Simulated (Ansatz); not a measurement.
# SiO2 with one O vacancy: vacancy hop

How high is the barrier for the vacancy hop? Relax the two ends, then run a nudged elastic band between them. Host space group Pbcn.

All numbers below are computed with Ansatz 0.2.0 (DFT PBE+D3(BJ), plane waves, PAW, scalar-relativistic, no spin polarisation).

### 1 The structure to begin with

The cell holds 23 atoms (O15Si8): a = 6.758 Å, b = 6.082 Å, c = 6.500 Å, α = 64.87°, β = 54.57°, γ = 60.56°.

Its coordinates follow in the input file.

### 2 End point A

File input.yaml:

```yaml
crystal:
  lattice:
    - [0.0, 5.0462, 4.4946]
    - [4.097, 0.0, 4.4946]
    - [4.097, 5.0462, 0.0]
  atoms:
    - { symbol: Si, position: [0.1954355, 0.0591795, 0.9519588] }
    - { symbol: Si, position: [0.3034952, 0.4532954, 0.0454858] }
    - { symbol: Si, position: [0.8086874, 0.9507494, 0.0350128] }
    - { symbol: Si, position: [0.207248, 0.0462075, 0.448663] }
    - { symbol: O, position: [0.411589, 0.5155895, 0.2151895] }
    - { symbol: O, position: [0.2671433, 0.1562726, 0.6097633] }
    - { symbol: O, position: [0.3525519, 0.7151618, 0.5275108] }
    - { symbol: O, position: [0.4743068, 0.1110353, 0.147948] }
    - { symbol: O, position: [0.1023834, 0.9799813, 0.27436] }
    - { symbol: O, position: [0.2268992, 0.3491449, 0.8930404] }
    - { symbol: O, position: [0.130802, 0.7790941, 0.9857609] }
    - { symbol: Si, position: [0.7092023, 0.5438377, 0.4518416] }
    - { symbol: Si, position: [0.7899971, 0.9473965, 0.5625505] }
    - { symbol: Si, position: [0.3002673, 0.4483112, 0.5501667] }
    - { symbol: Si, position: [0.7004329, 0.5555545, 0.9443094] }
    - { symbol: O, position: [0.9023638, 0.0159533, 0.7269687] }
    - { symbol: O, position: [0.7630018, 0.6585483, 0.1117162] }
    - { symbol: O, position: [0.8683912, 0.2087683, 0.0095991] }
    - { symbol: O, position: [0.974928, 0.6172693, 0.6491421] }
    - { symbol: O, position: [0.5946339, 0.481439, 0.7812968] }
    - { symbol: O, position: [0.7331118, 0.8447721, 0.3907676] }
    - { symbol: O, position: [0.6425329, 0.2899756, 0.4755526] }
    - { symbol: O, position: [0.5236718, 0.8915531, 0.8444652] }
basis:
  ecutwfc: 420.0
kpoints:
  mp_grid: { grid: [2, 2, 2] }
hamiltonian:
  xc: pbe
  dispersion: d3bj
  pseudopotentials: { kind: paw, azcp: { folder: soft_1 } }
scf:
  occupations: { method: gaussian, width: 0.02 }
  lower_state_search: "off"
relax:
  f_tol: 0.03
  max_steps: 60
  adjacent_minimum: "off"
```

On the command line:

```console
$ ansatz run input.yaml --threads 1 --pin off --max-ram 3072MiB --backend cpu --events-out ev --progress --plain --runs-dir out
```

The log of the run, shortened:

```text
Warning: RAYON_NUM_THREADS=1 ignored (pool sized by the plan → 1); use --threads N
[...]
Pseudopotentials: kind: paw
Pseudopotential: Si, paw, valence charge 4, recommended cutoff 420 eV (normal), <dir>
Pseudopotential: O, paw, valence charge 6, recommended cutoff 420 eV (normal), <dir>
Functional definition: PBE
[...]
Crystal: 23 atoms, lattice volume = 185.845 Å³
Basis set: ecut = 420 eV, 3627 PW (Γ), exchange–correlation on 96×90×90 points (8 copies of the dense FFT grid, shifted against one another)
Bands: 84, of which v1, the nominal top of the filled ones, is band 61 counted from 1 (60 counted from 0)
Symmetry: 1 space group operations
Space group: P1 (ITA 1), of the structure as read, at distance tolerance 5.7e-5 Å
k-points: 8
[...]
SCF iter   1: F=—  HF=-13627.837647 eV  |F-HF|=—  |Δ(HF+E_count)|=         —  Δρ=1.40e-1  dr2=2.99e1  ethr=3.10e-3  ⟨swp⟩=6.6  Hψ=3148  notcnv=0  defer=74
[...]
relax step   1: F+E_penalty+E_count = -13620.07630635 eV  Δ(F+E_penalty+E_count) = +0.000e0 eV  max|allowed force component| = 2.973e0 eV/Å  Δτ_max = 0.0000 Å  (7 SCF iters, dr2 threshold 2.25e-5 eV, accepted)
[...]
relax step   2: F+E_penalty+E_count = -13620.71979300 eV  Δ(F+E_penalty+E_count) = -6.435e-1 eV  max|allowed force component| = 1.591e0 eV/Å  Δτ_max = 0.0563 Å  (5 SCF iters, dr2 threshold 1.00e-4 eV, accepted)
[...]
relax step   3: F+E_penalty+E_count = -13621.11210131 eV  Δ(F+E_penalty+E_count) = -3.923e-1 eV  max|allowed force component| = 2.410e-1 eV/Å  Δτ_max = 0.0677 Å  (5 SCF iters, dr2 threshold 1.00e-4 eV, accepted)
[...]
SCF iter   5: F=-13621.124425 eV  HF=-13621.124425 eV  |F-HF|=7.08e-8  |Δ(HF+E_count)|=   6.62e-9  Δρ=1.41e-5  dr2=4.40e-7  ethr=2.98e-9  ⟨swp⟩=4.2  Hψ=2106  notcnv=0
[...]
```

### 3 More of the same log: end point A relaxed

The log, continued:

```text
relax step   4: F+E_penalty+E_count = -13621.12442470 eV  Δ(F+E_penalty+E_count) = -1.232e-2 eV  max|allowed force component| = 8.504e-2 eV/Å  Δτ_max = 0.0199 Å  (5 SCF iters, dr2 threshold 3.63e-6 eV, accepted)
SCF iter   1: F=—  HF=-13621.125920 eV  |F-HF|=—  |Δ(HF+E_count)|=         —  Δρ=7.09e-4  dr2=6.52e-4  ethr=3.64e-6  ⟨swp⟩=3.5  Hψ=1443  notcnv=0  defer=135
preconditioner: auto → Resta (q_TF=auto, 2.543 Å⁻¹)  ε∞=3.8  [insulator: Δε(μ)=3.123 eV  Ē_g=17.825 eV  σ=0.020 eV  W_gap=1.00  n_scr=60 (ndim 8)  ℏωp=30.1 eV  f_vac=0.000  D(μ)=0.00/eV (n_scr^D=0)  ε∞_Penn≈3.8]
SCF iter   2: F=—  HF=-13621.125773 eV  |F-HF|=—  |Δ(HF+E_count)|=   1.46e-4  Δρ=3.69e-4  dr2=1.79e-4  ethr=5.34e-7  ⟨swp⟩=1.0  Hψ=776  notcnv=0  defer=135
SCF iter   3: F=—  HF=-13621.125725 eV  |F-HF|=—  |Δ(HF+E_count)|=   4.87e-5  Δρ=1.01e-4  dr2=1.42e-5  ethr=1.47e-7  ⟨swp⟩=2.0  Hψ=910  notcnv=0  defer=135
SCF iter   4: F=—  HF=-13621.125778 eV  |F-HF|=—  |Δ(HF+E_count)|=   5.38e-5  Δρ=2.89e-5  dr2=1.28e-6  ethr=1.16e-8  ⟨swp⟩=2.0  Hψ=979  notcnv=0  defer=135
SCF iter   5: F=-13621.125778 eV  HF=-13621.125778 eV  |F-HF|=3.14e-8  |Δ(HF+E_count)|=   1.22e-7  Δρ=6.95e-6  dr2=7.98e-8  ethr=8.20e-11  ⟨swp⟩=3.1  Hψ=2581  notcnv=0
SCF 5 converged in 5 iterations: F = -13621.125778 eV  dr2 = 7.98e-8
relax step   5: F+E_penalty+E_count = -13621.12577828 eV  Δ(F+E_penalty+E_count) = -1.354e-3 eV  max|allowed force component| = 3.142e-2 eV/Å  Δτ_max = 0.0064 Å  (5 SCF iters, accepted)
SCF iter   1: F=—  HF=-13621.125982 eV  |F-HF|=—  |Δ(HF+E_count)|=         —  Δρ=3.31e-4  dr2=1.90e-4  ethr=1.98e-6  ⟨swp⟩=2.4  Hψ=1396  notcnv=0  defer=135
preconditioner: auto → Resta (q_TF=auto, 2.543 Å⁻¹)  ε∞=3.8  [insulator: Δε(μ)=3.133 eV  Ē_g=17.823 eV  σ=0.020 eV  W_gap=1.00  n_scr=60 (ndim 8)  ℏωp=30.1 eV  f_vac=0.000  D(μ)=0.00/eV (n_scr^D=0)  ε∞_Penn≈3.8]
SCF iter   2: F=—  HF=-13621.125936 eV  |F-HF|=—  |Δ(HF+E_count)|=   4.59e-5  Δρ=1.62e-4  dr2=3.67e-5  ethr=1.56e-7  ⟨swp⟩=1.8  Hψ=782  notcnv=0  defer=135
SCF iter   3: F=—  HF=-13621.125988 eV  |F-HF|=—  |Δ(HF+E_count)|=   5.18e-5  Δρ=5.04e-5  dr2=3.32e-6  ethr=3.01e-8  ⟨swp⟩=2.0  Hψ=892  notcnv=0  defer=135
SCF iter   4: F=—  HF=-13621.125988 eV  |F-HF|=—  |Δ(HF+E_count)|=   4.02e-7  Δρ=1.35e-5  dr2=2.57e-7  ethr=2.72e-9  ⟨swp⟩=2.0  Hψ=930  notcnv=0  defer=135
SCF iter   5: F=-13621.125988 eV  HF=-13621.125988 eV  |F-HF|=2.60e-9  |Δ(HF+E_count)|=   1.43e-8  Δρ=2.92e-6  dr2=1.61e-8  ethr=8.20e-11  ⟨swp⟩=4.1  Hψ=2126  notcnv=0
SCF 6 converged in 5 iterations: F = -13621.125988 eV  dr2 = 1.61e-8
relax step   6: F+E_penalty+E_count = -13621.12598783 eV  Δ(F+E_penalty+E_count) = -2.095e-4 eV  max|allowed force component| = 1.944e-2 eV/Å  Δτ_max = 0.0047 Å  (5 SCF iters, accepted)
SCF converged after 5 iterations
Free energy (F): -13621.125988 eV
Harris-Foulkes:  -13621.125988 eV  (|F-HF|=2.60e-9)
Internal energy: -13621.125988 eV  (E = F + TS)
E sigma→0 (E₀):  -13621.125988 eV
Fermi energy:    12.867145 eV
--- Per-component energies (eV) ---
  E_band       = 229.160349
  E_kinetic    = 2962.973311
  E_local      = -4748.838328  (includes V_loc(G=0)·N_el)
  E_nonlocal   = 945.310326
  E_hartree    = 1766.764866
  E_xc         = -1544.970912
  E_vxc        = -1782.083461  (∫ρ·V_xc dr)
  E_paw        = -6547.388076  (= ΣΔE_a)
  E_vpaw       = -681.743015  (= ΣTr[D̂ρ^β])
  E_aug_tail   = 0.012119  (compensation charges beyond the density's cutoff)
  E_ewald      = -6449.495327
  E_disp       = -5.493967  (pairwise vdW)
  E_smearing   = -0.000000  (= −TS)
  E_closure    = -0.000000  (closes the sum)
  Σ components = -13621.125988   (vs F -13621.125988, Δ=0.00e0)
--- Forces (eV/Å), atoms counted from 1 ---
  atom   1  Si    -0.00353316     0.00501208    -0.00231555
  atom   2  Si    -0.00929164    -0.00099550     0.01943667
  atom   3  Si    -0.00348529     0.00659421     0.00033969
  atom   4  Si    -0.00230476     0.00163351    -0.00474294
  atom   5  O      0.00095971    -0.00256724    -0.00419432
  atom   6  O     -0.00304003    -0.00611421    -0.00123582
  atom   7  O     -0.00054815    -0.00155179    -0.00603779
  atom   8  O      0.01600846    -0.01254566    -0.01190034
  atom   9  O      0.00697310     0.00692887     0.00580333
  atom  10  O      0.00372145     0.00274128     0.00125570
  atom  11  O     -0.00004829     0.00358155    -0.00361333
  atom  12  Si    -0.00529124     0.01085080     0.00149822
  atom  13  Si     0.00082565    -0.00505776    -0.00300095
  atom  14  Si     0.00154274    -0.00041744     0.00446697
  atom  15  Si    -0.00168837     0.00035974     0.00200848
  atom  16  O     -0.00023204    -0.00275573     0.00316799
  atom  17  O      0.00032259     0.00270506     0.00130964
  atom  18  O     -0.00170782    -0.00299320    -0.00188042
  atom  19  O      0.00140093    -0.00146857    -0.00044756
  atom  20  O      0.00101212    -0.00080538    -0.00346337
  atom  21  O     -0.00188806    -0.00190671     0.00280117
  atom  22  O     -0.00093438    -0.00026943     0.00181990
  atom  23  O      0.00122902    -0.00096885    -0.00108678
  max |Σ_I F_I| component: 1.14e-5 eV/Å
--- Relaxed structure (6 steps of the walk, 6 accepted, 0 SCFs on fresh bases) ---
  F+E_penalty+E_count = -13621.12598783 eV   max|allowed force component| = 1.944e-2 eV/Å
  atoms:
    - { symbol: Si, position: [0.2005853761644934, 0.051518421440943485, 0.9494830946837642] }
    - { symbol: Si, position: [0.2861926905649317, 0.448238194909077, 0.06281562526889684] }
    - { symbol: Si, position: [0.8020802913753933, 0.9494221227527415, 0.04713149429832941] }
    - { symbol: Si, position: [0.20770595514528645, 0.04500493014510676, 0.4480923347540967] }
    - { symbol: O, position: [0.3985868027107286, 0.5190414937632424, 0.21748514756802095] }
    - { symbol: O, position: [0.26570356821459795, 0.1570998876433961, 0.6115531963520208] }
    - { symbol: O, position: [0.3695167106187294, 0.7137273143389917, 0.5152030064428333] }
    - { symbol: O, position: [0.4672281333018027, 0.11261718537485588, 0.15191680921416928] }
    - { symbol: O, position: [0.0962538826415057, 0.9932278852725466, 0.2836302597577337] }
    - { symbol: O, position: [0.23153666732006833, 0.3473951764353727, 0.8843372284691109] }
    - { symbol: O, position: [0.1340303256664484, 0.7880250744757293, 0.982245628923011] }
    - { symbol: Si, position: [0.716471757114679, 0.5403284248191755, 0.44803558877923677] }
    - { symbol: Si, position: [0.7994505828411662, 0.952279992349204, 0.5482559818645489] }
    - { symbol: Si, position: [0.3000488055382732, 0.45431008161608744, 0.547879142830233] }
    - { symbol: Si, position: [0.6989895127217662, 0.548382908860815, 0.9490783146887818] }
    - { symbol: O, position: [0.9058127509066729, 0.018501989382609385, 0.7106371363106423] }
    - { symbol: O, position: [0.7706038316358869, 0.6513139375173819, 0.11131934987240544] }
    - { symbol: O, position: [0.8652164547988922, 0.21500268316483828, 0.016336925086451348] }
    - { symbol: O, position: [0.9650116799886787, 0.6153564153632475, 0.6474104817524696] }
    - { symbol: O, position: [0.5941239466146313, 0.4819739998690151, 0.7896819814453] }
    - { symbol: O, position: [0.7364602259484787, 0.8463500856015997, 0.3828314428174968] }
    - { symbol: O, position: [0.6362842669463533, 0.28402072882598944, 0.4818795143719355] }
    - { symbol: O, position: [0.5351822812205362, 0.8859512660780351, 0.8458301144485117] }
```

It took 13 s on 1 thread of AMD EPYC 9R45 (Zen 5), shared host; peak memory 0.51 GiB.

Step by step:

```tsv
step	energy from step 1 (eV/cell)	largest force component (eV/Å)
1	0.0000	2.9728
2	-0.6435	1.5908
3	-1.0358	0.2410
4	-1.0481	0.0850
5	-1.0495	0.0314
6	-1.0497	0.0194
```

Step 1 is the start.

The atom that moved most is Si2, by 0.11 Å.

### 4 End point B

The second end starts from a geometry with the move made by hand.

File input.yaml:

```yaml
crystal:
  lattice:
    - [0.0, 5.0462, 4.4946]
    - [4.097, 0.0, 4.4946]
    - [4.097, 5.0462, 0.0]
  atoms:
    - { symbol: Si, position: [0.2011, 0.0489, 0.9511] }
    - { symbol: Si, position: [0.2989, 0.4511, 0.0489] }
    - { symbol: Si, position: [0.7989, 0.9511, 0.0489] }
    - { symbol: Si, position: [0.2011, 0.0489, 0.4511] }
    - { symbol: O, position: [0.40475, 0.51385, 0.21975] }
    - { symbol: O, position: [0.26385, 0.15475, 0.61165] }
    - { symbol: O, position: [0.36165, 0.71975, 0.51385] }
    - { symbol: O, position: [0.03025, 0.38835, 0.34525] }
    - { symbol: O, position: [0.09525, 0.98615, 0.28025] }
    - { symbol: O, position: [0.23615, 0.34525, 0.88835] }
    - { symbol: O, position: [0.13835, 0.78025, 0.98615] }
    - { symbol: Si, position: [0.7011, 0.5489, 0.4511] }
    - { symbol: Si, position: [0.7989, 0.9511, 0.5489] }
    - { symbol: Si, position: [0.2989, 0.4511, 0.5489] }
    - { symbol: Si, position: [0.7011, 0.5489, 0.9511] }
    - { symbol: O, position: [0.90475, 0.01385, 0.71975] }
    - { symbol: O, position: [0.76385, 0.65475, 0.11165] }
    - { symbol: O, position: [0.86165, 0.21975, 0.01385] }
    - { symbol: O, position: [0.96975, 0.61165, 0.65475] }
    - { symbol: O, position: [0.59525, 0.48615, 0.78025] }
    - { symbol: O, position: [0.73615, 0.84525, 0.38835] }
    - { symbol: O, position: [0.63835, 0.28025, 0.48615] }
    - { symbol: O, position: [0.53025, 0.88835, 0.84525] }
basis:
  ecutwfc: 420.0
kpoints:
  mp_grid: { grid: [2, 2, 2] }
hamiltonian:
  xc: pbe
  dispersion: d3bj
  pseudopotentials: { kind: paw, azcp: { folder: soft_1 } }
scf:
  occupations: { method: gaussian, width: 0.02 }
  lower_state_search: "off"
relax:
  f_tol: 0.03
  max_steps: 60
  adjacent_minimum: "off"
output:
  write_density: true
  write_potential: true
  elf: true
  volumetric_format: npy
```

On the command line:

```console
$ ansatz run input.yaml --threads 1 --pin off --max-ram 3072MiB --backend cpu --events-out ev --progress --plain --runs-dir out
```

The log of the run, shortened:

```text
Warning: RAYON_NUM_THREADS=1 ignored (pool sized by the plan → 1); use --threads N
[...]
[... 4 set-up lines as earlier in the session ...]
[...]
Crystal: 23 atoms, lattice volume = 185.845 Å³
Basis set: ecut = 420 eV, 3627 PW (Γ), exchange–correlation on 96×90×90 points (8 copies of the dense FFT grid, shifted against one another)
Bands: 84, of which v1, the nominal top of the filled ones, is band 61 counted from 1 (60 counted from 0)
[... 2 set-up lines as earlier in the session ...]
k-points: 8
[...]
SCF iter   1: F=—  HF=-13628.429139 eV  |F-HF|=—  |Δ(HF+E_count)|=         —  Δρ=1.40e-1  dr2=2.96e1  ethr=3.10e-3  ⟨swp⟩=6.2  Hψ=3061  notcnv=0  defer=85
[...]
relax step   1: F+E_penalty+E_count = -13620.75314190 eV  Δ(F+E_penalty+E_count) = +0.000e0 eV  max|allowed force component| = 1.242e0 eV/Å  Δτ_max = 0.0000 Å  (7 SCF iters, dr2 threshold 2.25e-5 eV, accepted)
[...]
relax step   5: F+E_penalty+E_count = -13621.12499371 eV  Δ(F+E_penalty+E_count) = -6.586e-3 eV  max|allowed force component| = 5.128e-2 eV/Å  Δτ_max = 0.0111 Å  (5 SCF iters, dr2 threshold 3.27e-6 eV, accepted)
[...]
relax step   6: F+E_penalty+E_count = -13621.12570659 eV  Δ(F+E_penalty+E_count) = -7.129e-4 eV  max|allowed force component| = 2.562e-2 eV/Å  Δτ_max = 0.0045 Å  (5 SCF iters, accepted)
NSCF: frozen V_eff on 8 k-points
```

### 5 The log goes on: end point B relaxed

Output, continued, shortened:

```text
[...]
SCF converged after 5 iterations
Free energy (F): -13621.125707 eV
[...]
E sigma→0 (E₀):  -13621.125707 eV
Fermi energy:    12.863554 eV
[...]
--- Forces (eV/Å), atoms counted from 1 ---
  atom   1  Si     0.00597208     0.00361258     0.00092879
  atom   2  Si     0.00258770    -0.02169104     0.02018382
  atom   3  Si     0.01188745    -0.01472504    -0.00204445
  atom   4  Si     0.01021718     0.01647736    -0.02562395
  atom   5  O     -0.00570767    -0.00818450    -0.01611411
  atom   6  O      0.00236672    -0.00077392    -0.00085155
  atom   7  O      0.00236174    -0.00131179     0.00222313
  atom   8  O     -0.01704474     0.01076638     0.01613255
[...]
--- Band table (eV; the first three rows and the last of 8) ---
[...]
--- Relaxed structure (6 steps of the walk, 6 accepted, 0 SCFs on fresh bases) ---
[...]
    - { symbol: Si, position: [0.8015498378357216, 0.9520027292315115, 0.5499260719742298] }
    - { symbol: Si, position: [0.29989982511529834, 0.44895765107012364, 0.5496355835018216] }
    - { symbol: Si, position: [0.7010862428281824, 0.5480210937128652, 0.9507410858121265] }
    - { symbol: O, position: [0.9064571035401546, 0.01834490288435786, 0.7093986575939035] }
    - { symbol: O, position: [0.763984157673016, 0.6540307768076832, 0.11628007173600408] }
    - { symbol: O, position: [0.864280258533242, 0.21623262574804814, 0.0171835679946849] }
    - { symbol: O, position: [0.965319392599306, 0.6144906614888819, 0.6532056793294947] }
    - { symbol: O, position: [0.5947733336153461, 0.4817787481864665, 0.7884961031544125] }
    - { symbol: O, position: [0.7297913630009436, 0.8491445605711396, 0.38771777988626455] }
    - { symbol: O, position: [0.6352770940096869, 0.2853963942438906, 0.4828012487786519] }
    - { symbol: O, position: [0.5355806695454728, 0.8850576402399495, 0.8515467365274058] }
```

It took 17 s on 1 thread of AMD EPYC 9R45 (Zen 5), shared host; peak memory 0.55 GiB.

Relaxation path:

```tsv
step	energy from step 1 (eV/cell)	largest force component (eV/Å)
1	0.0000	1.2423
2	-0.2349	0.6856
3	-0.3450	0.3912
4	-0.3653	0.1496
5	-0.3719	0.0513
6	-0.3726	0.0256
```

Step 1 is the start.

Largest move: Si4, 0.09 Å.

[end of part 1 of 2]
